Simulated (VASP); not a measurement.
The system is MgO.

```xyz
2
Lattice="0.0000 2.0970 2.0970 2.0970 0.0000 2.0970 2.0970 2.0970 0.0000" Properties=species:S:1:pos:R:3 pbc="T T T"
Mg    0.0000    0.0000    0.0000
O     2.0970    2.0970    2.0970
```

The cell is a database's computed one.

Program: VASP 6.6.1. Alike in all runs: cell as given.

Problem. Order these runs on this cell by their pressure, lowest first.
A. level HSE03; potentials or basis VASP PAW PBE potentials, release 64 (Mg, O); spin off; k mesh 8 × 8 × 8; cutoff (eV) 520; smearing gaussian 0.02 eV; grid for exact exchange (PRECFOCK) Fast; ladder gaps; mesh quality not flagged
B. level LDA; potentials or basis VASP PAW LDA potentials, release 64 (Mg, O); spin off; k mesh 11 × 11 × 11; cutoff (eV) 520; smearing gaussian 0.02 eV; mesh quality not flagged
C. level B3LYP+TS; potentials or basis VASP PAW PBE potentials, release 64 (Mg, O_s); spin non-collinear, zero start; k mesh 6 × 6 × 6; cutoff (eV) 400; smearing tetrahedron; grid for exact exchange (PRECFOCK) Fast; exchange at q = 0 truncated; mesh quality coarse
D. level PBE; potentials or basis VASP PAW PBE potentials, release 64 (Mg, O); spin off; k mesh 4 × 4 × 4; cutoff (eV) 520; smearing gaussian 0.03 eV; mesh quality coarse

Solution. C (-8.1 GPa), B (-5.8 GPa), A (0.8 GPa), D (6.3 GPa).

Caveats: some runs use coarse meshes; the PAW data sets were made with another functional, which shifts forces and pressure a little (some runs); an odd mesh through Γ misses points on the zone boundary, where band edges often lie (some runs).

Not every run made on this cell is shown here.
